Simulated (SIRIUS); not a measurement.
**Hf2N under changes of volume**

One of the cells (19.603 Å³/atom); the others are scaled copies at fixed shape and fractional positions:

```xyz
3
Lattice="0.0000 3.0865 3.0865 3.0865 0.0000 3.0865 3.0865 3.0865 0.0000" Properties=species:S:1:pos:R:3 pbc="T T T"
Hf    1.5433    1.5433    1.5433
Hf    0.0000    0.0000    0.0000
N     4.6298    4.6298    4.6298
```

The cell was built by a generator and needn't be a form met in nature.

| Item | Value |
| --- | --- |
| Program | SIRIUS 7.10.0 |
| Functional | PBE |
| Potentials or basis | PseudoDojo 0.4.1 PBE standard (scalar relativistic) |
| Cutoff | 1152 eV |
| Density cutoff | 4606 eV |
| k mesh | 8 × 8 × 8 |
| Occupations | fermi-dirac, width 0.05 eV |
| Spin | no spin polarisation |

```tsv
volume (Å³/atom)	energy over the lowest point (meV/atom)	pressure (GPa)
18.427	19.47	5.0
18.819	9.05	3.3
19.211	2.67	1.8
19.603	0.00	0.4
19.995	0.70	-0.9
20.387	?	?
20.779	10.97	-3.1
```

What does the run at 20.387 Å³/atom give?

Energy over the lowest point 4.45 meV/atom; pressure -2.0 GPa.

Worked out: A Birch-Murnaghan fit of order 3 (a polynomial in V^(-2/3)) to the other rows has its minimum at 19.71 Å³/atom with B0 = V·E''(V) = 67 GPa and B' = 3.8. It gives 4.44 meV/atom at 20.387 Å³/atom, against the run's 4.45, and -dE/dV = -2.1 GPa, against -2.0.

Energies are extrapolated to zero smearing.
